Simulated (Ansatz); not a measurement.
# What strain does to WSe2 (P6_3/mmc)

WSe2 (P6_3/mmc) from a database structure, relaxed with r2SCAN+rVV10 in the plane-wave code Ansatz. Space group P6_3/mmc (No. 194), hexagonal; a = 3.300 Å, c = 13.150 Å in the conventional setting, 20.67 Å³ an atom. Around W lie 6 Se at 2.53 Å; around Se lie 3 W at 2.53 Å.

The axes x, y and z are those of this cell:
```
W Se
1.0
     3.29974    0.00000    0.00000
    -1.64987    2.85766    0.00000
     0.00000    0.00000   13.14970
W Se
2 4
Direct
  0.66667 0.33333 0.25001
  0.33333 0.66667 0.74999
  0.33333 0.66667 0.37667
  0.66667 0.33333 0.87664
  0.33333 0.66667 0.12336
  0.66667 0.33333 0.62333
```

Unstrained: With PBE the valence top lies at Γ and the conduction bottom at Γ–K (0.54 of the way from Γ), 1.022 eV higher; the smallest vertical gap, at K, is 1.496 eV. With r2SCAN the valence top lies at Γ and the conduction bottom at Γ–K (0.54 of the way from Γ), 1.143 eV higher; the smallest vertical gap, at K, is 1.612 eV. The HSE06 gap is indirect, 1.500 eV (Γ to Γ–K (0.54 of the way from Γ)), below the direct gap of 1.948 eV at K. Meshes: PBE 12×12×2, r2SCAN 12×12×2, HSE06 6×6×2. Strains are changes of length per length. After each strain the atoms were relaxed again with r2SCAN+rVV10 within the symmetry that the strain leaves, so tilts or polar shifts that break it weren't tested; points keep the names that they have in the unstrained zone. The values are computed, spin-unpolarised, and not measurements.

Changes of the least gap in eV (an overlap counts as a negative gap):
```
                           strain  volume change (%)  space group     PBE  r2SCAN   HSE06
isotropic +1.92 % on every length               +5.9     P6_3/mmc  -0.025  -0.070  -0.084
         uniaxial +4.57 % along x               +4.6         C2/m  -0.149  -0.197  -0.218
         uniaxial -2.05 % along z               -2.1     P6_3/mmc  -0.098  -0.101  -0.114
```

Isotropic +1.92 % on every length. HSE06: the gap goes from 1.500 to 1.416 eV (-0.084 eV); the edges go from Γ → Γ–K (0.54) to Γ → K. Stress change with PBE, compression positive: xx -4.36, yy -4.36, zz -1.35 GPa.

Uniaxial +4.57 % along x, other directions held. HSE06: the gap goes from 1.500 to 1.282 eV (-0.218 eV); the edges go from Γ → Γ–K (0.54) to Γ → Γ–K (0.97). Stress change with PBE, compression positive: xx -7.47, yy -2.03, zz -0.84 GPa.

Uniaxial -2.05 % along z, other directions held. HSE06: the gap goes from 1.500 to 1.386 eV (-0.114 eV). Stress change with PBE, compression positive: xx +0.33, yy +0.33, zz +1.19 GPa.

No spin-orbit coupling is included; it can move band edges with weight on the heavy atoms by tenths of an eV.

Where an edge lies off the special points, it is a point of the mesh or the k point where a search put PBE's edge or least direct gap, reused for the other functionals, whose own edges may lie a little apart.

The meshes of the hybrids are coarse, so their gaps aren't converged to the digits shown.
